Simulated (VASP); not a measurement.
A run of VASP 6.6.1:

The input INCAR:

```
SYSTEM = Br
PREC = Accurate
ENCUT = 600
EDIFF = 1E-7
ISMEAR = 0
SIGMA = 0.03
LREAL = .FALSE.
LASPH = .TRUE.
NELM = 80
ALGO = Normal
ISIF = 3
LWAVE = .FALSE.
LCHARG = .FALSE.
GGA = PE
IVDW = 12
IBRION = 2
NSW = 90
EDIFFG = -0.005
```

KPOINTS

```
Automatic mesh
0
G
  8 8 4
  0 0 0
```

Contents of POSCAR:

```
Br                                      
1.0
    3.4949137566     -2.0750056179      0.0000000000
    3.4949137566      2.0750056179     -0.0000000000
    0.0000000000      0.0000000000      8.5730598178
  Br            
     4
Direct
     0.8490925108765089    0.1509074891234911    0.1191895334293575
     0.6509074891234911    0.3490925108765089    0.6191895334293575
     0.1509074891234911    0.8490925108765089    0.8808104665706425
     0.3490925108765089    0.6509074891234911    0.3808104665706425
```

Potentials or basis: VASP PAW PBE potentials, release 64 (Br).

Launch:

```sh
$ cat potpaw_PBE.64/Br/POTCAR > POTCAR
$ mpirun -np 1 vasp_std > vasp.out
```

Hardware: 1 thread of Intel(R) Xeon(R) 6975P-C (Granite Rapids) (shared host).

Problem. How long does it take, and how much memory?

Solution. Wall time 99 s on 1 thread of Intel(R) Xeon(R) 6975P-C (Granite Rapids), on a shared host, peak memory 0.35 GiB. Counts: scf iterations 25, k points 63, ion steps 3.
